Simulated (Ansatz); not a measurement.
All numbers below come from DFT PBE, scalar-relativistic, plane waves, PAW in Ansatz 0.2.0. Settings: cutoff 420 eV, Γ-centred meshes spaced at most about 0.3 Å⁻¹, and about 0.25 Å⁻¹ or finer for metals (2π included), Gaussian smearing. No spin polarisation.

These are static total energies at zero pressure.

Two forms of Be6S were relaxed alike.

A.

```xyz
7
Lattice="3.9357 0.0000 0.0000 -1.9678 3.4084 0.0000 0.0000 0.0000 5.8612" Properties=species:S:1:pos:R:3 pbc="T T T"
Be    0.0000    0.0000    3.8603
Be    1.2482    2.1620    1.7292
Be   -0.7196    1.2464    1.7292
Be    1.4393    0.0000    1.7292
Be    1.9678    1.1361    3.4310
Be    0.0000    2.2723    3.4310
S     0.0000    0.0000    0.2671
```

B.

```xyz
7
Lattice="-1.6373 1.6373 6.3695 1.6373 -1.6373 6.3695 1.6373 1.6373 -6.3695" Properties=species:S:1:pos:R:3 pbc="T T T"
Be    1.6373    0.0000    4.6466
Be    0.0000    0.0000    9.4802
Be    0.0000    1.6373    4.6466
Be    0.0000    1.6373    1.7230
Be    1.6373    0.0000    1.7230
Be    0.0000    0.0000    3.2589
S     0.0000    0.0000    0.0000
```

Problem. Which is lower in energy, and by how much?

Solution. B is lower, by 8 meV/atom. A has space group P31m (No. 157), 11.2 Å³/atom and no gap on its mesh; B has space group I4/mmm (No. 139), 9.8 Å³/atom and no gap. Counting Be atoms around S (those within 1.25 times the shortest such distance or 1.15 times the sum of covalent radii; a plus sign parts nearer from farther groups; the shortest distance is added where it is long for a bond), A has S 3+1 and B has S 8 from 2.4 Å. The denser one is the lower, and pressure would at first widen the difference. Even the lower one lies +0.09 eV/atom against the reference forms of the elements (uncorrected), so neither is stable at this level. In A, Be on a site of symmetry 3m is surrounded by 1 S at 2.27 Å, 6 Be at 2.31 Å and 3 Be at 2.57 Å; around Be on a site of symmetry m lie 1 S at 2.05 Å, 6 Be at 2.11–2.17 Å and 3 Be at 2.49–2.57 Å; S is surrounded by 3 Be at 2.05 Å and 1 Be at 2.27 Å; 1 more site not described. In B, around Be on a site of symmetry 2mm lie 8 Be at 2.15–2.32 Å and 2 S at 2.38 Å; around Be on a site of symmetry 4mm lie 12 Be at 2.15–2.32 Å; S is surrounded by 8 Be at 2.38 Å. Both come from invented guesses. The lowest form computed isn't among them: it has space group C222 (No. 21), 10.2 Å³/atom and lies 66 meV/atom below the best shown.

The k mesh leaves some 4 meV/atom of noise in the energy of each metallic cell. Cells relaxed within their symmetry can be saddle points. Some candidate types were left out of the draw beforehand, so a known form may be missing.
